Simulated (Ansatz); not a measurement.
Crystal: Ga2O3.

```
Ga O
1.0
     6.10700   -1.51855    0.00000
     6.10700    1.51855    0.00000
    -1.38599    0.00000    5.63001
Ga O
4 6
Direct
  0.34134 0.34134 0.68598
  0.65866 0.65866 0.31402
  0.90950 0.90950 0.20540
  0.09050 0.09050 0.79460
  0.50410 0.50410 0.74340
  0.49590 0.49590 0.25660
  0.82670 0.82670 0.43680
  0.17330 0.17330 0.56320
  0.83550 0.83550 0.89020
  0.16450 0.16450 0.10980
```

Base run:

```yaml
Program: Ansatz 0.2.0
Functional: PBEsol
Potentials_or_basis: Ansatz PAW
Cutoff: 420 eV
Density_cutoff: 1680 eV
k_mesh: 9 × 9 × 5
Occupations: fermi-dirac, width 0.05 eV
Spin: no spin polarisation
```

Its results: band gap on the k mesh 2.34 eV, indirect (least direct gap 2.35 eV); pressure 2.5 GPa; largest force 0.120 eV/Å.

Task: The run is repeated on the same cell with these changes: functional from PBEsol to BLYP. What comes out?

Result: Band gap on the k mesh 2.53 eV, indirect (least direct gap 2.56 eV); pressure 14.5 GPa; largest force 0.266 eV/Å.

BLYP binds less tightly than PBEsol, so the same cell stands under more pressure.

Caveats: the PAW data sets come from PBE, with cores solved anew for the run's functional, which leaves a small shift of forces and pressure; the potentials were made for another functional, which shifts forces and pressure (some runs).

Not every run made on this cell is shown here.
